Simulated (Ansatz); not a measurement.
# Si2Ni: the cost of one run

Method: DFT, PBE, plane-wave PAW, default files, scalar-relativistic, as far as a step names no other, in Ansatz 0.2.0.

**1. The structure to begin with**

Symmetry: Fm-3m, No. 225, cubic system. Conventional cell: a = 5.406 Å, b = 5.406 Å, c = 5.406 Å, α = 90.00°, β = 90.00°, γ = 90.00°. Around Si (site symmetry -43m) lie 4 Ni at 2.34 Å. Ni (site symmetry m-3m) is surrounded by 8 Si at 2.34 Å.

As a file:

```cif
data_structure
_symmetry_space_group_name_H-M 'Fm-3m'
_symmetry_Int_Tables_number 225
_cell_length_a 5.4060
_cell_length_b 5.4060
_cell_length_c 5.4060
_cell_angle_alpha 90.000
_cell_angle_beta 90.000
_cell_angle_gamma 90.000
_cell_volume 157.99
loop_
_atom_site_label
_atom_site_type_symbol
_atom_site_symmetry_multiplicity
_atom_site_Wyckoff_symbol
_atom_site_fract_x
_atom_site_fract_y
_atom_site_fract_z
_atom_site_occupancy
Si1 Si 8 c 0.25000 0.75000 0.75000 1
Ni1 Ni 4 a 0.00000 0.00000 0.00000 1
```

The earlier run gave: no gap over 0.1 eV on the mesh, largest force 0.000 eV/Å, pressure 3.4 GPa.

Site by site (atoms counted from 1):

```tsv
site	atoms	first shell	V_zz (10²¹ V/m²)	η	C_Q (MHz)
Si	1, 2	4 Ni at 2.34 Å, 6 Si at 2.70 Å	0.00	–	–
Ni	3	8 Si at 2.34 Å	0.00	–	0 (⁶¹Ni)
```

V_zz is the principal component of the electric field gradient with the largest magnitude, η = (V_xx − V_yy)/V_zz and C_Q = eQV_zz/h. Quadrupole moments are those of Pyykkö's year-2017 table. A dash under C_Q marks elements without a common quadrupolar isotope.

**2. Ions relaxed at fixed cell**

input.yaml reads:

```yaml
crystal:
  lattice:
    - [0.0, 2.703, 2.703]
    - [2.703, 0.0, 2.703]
    - [2.703, 2.703, 0.0]
  atoms:
    - { symbol: Si, position: [0.25, 0.25, 0.25] }
    - { symbol: Si, position: [0.75, 0.75, 0.75] }
    - { symbol: Ni, position: [0.0, 0.0, 0.0], spin: 1.5 }
magnetization:
  spin_polarized: true
kpoints:
  mp_grid: { grid: [15, 15, 15] }
scf:
  occupations: { method: fermi_dirac, width: 0.05 }
hamiltonian:
  xc: pbe
  pseudopotentials: { kind: paw }
output:
  forces: true
  stress: true
  populations: true
  efg: { quadrupole_moments_barn: { Ni: 0.162 }, contact_densities: true }
relax:
  f_tol: 0.02
  max_steps: 60
```

Launch:

```sh
$ ansatz run input.yaml --threads 1 --pin off --max-ram 3072MiB --backend cpu --events-out ev --progress --plain --runs-dir out
```

What time and memory should one allow on 1 thread of Arm Neoverse V1, shared host?

About 22 s, with a peak of 0.48 GiB.
